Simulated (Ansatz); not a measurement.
**Al3Cu2: energy along a strain**

Al3Cu2, P-3m1, a = 4.099 Å, c = 4.982 Å. The structure is a Materials Project entry; whether it is the stable form wasn't checked. Ansatz: PBEsol, PAW, 420 eV, Γ-centred 12×12×10 mesh on 5 atoms, Gaussian smearing 0.15 eV; no spin polarisation. Cell vectors (Å): 4.099 0.000 0.000; -2.049 3.549 0.000; 0.000 0.000 4.982. The cell is strained by x per cent times the pattern (1 1 0 0 0 0) in the order xx yy zz yz xz xy (engineering shears), with fractional coordinates held. y is the free energy over the start, V0 = 14.496 Å³/atom.

| x (%) | y (meV/atom) |
| --- | --- |
| -6.00 | ? |
| -4.50 | 60.66 |
| -3.00 | 25.53 |
| -1.50 | 5.94 |
| 0.00 | 0.00 |
| 1.50 | 5.82 |
| 3.00 | 21.60 |
| 4.50 | 45.60 |
| 5.25 | 60.17 |
| 6.00 | 76.24 |

Question: Fit y = c1 x + c2 x² + c3 x³ to the other rows, get the stiffness along the pattern, and predict the missing energy.

Answer: Least squares on the rows shown. y = 0.12682 x + 2.6240 x² − 0.088237 x³. The clamped-ion stiffness p·C·p = 2 × 26.24 eV × 160.2 / 14.496 Å³ = 580 GPa; c1 is there for the stress left in the start, which by itself gives a slope of 0.17 meV/atom per %. At x = -6.00 the fit asked for gives 112.76 meV/atom. The run gave 113.27 meV/atom, so the fit is 0.51 meV/atom too low, 0.45 % of the span of the series, against an rms of 0.06 meV/atom on the fitted rows. The row lies outside the fitted range. With a term in x⁴ added, a fit to the same known rows predicts 113.41 meV/atom, so most of the miss is curvature that the known rows already hold.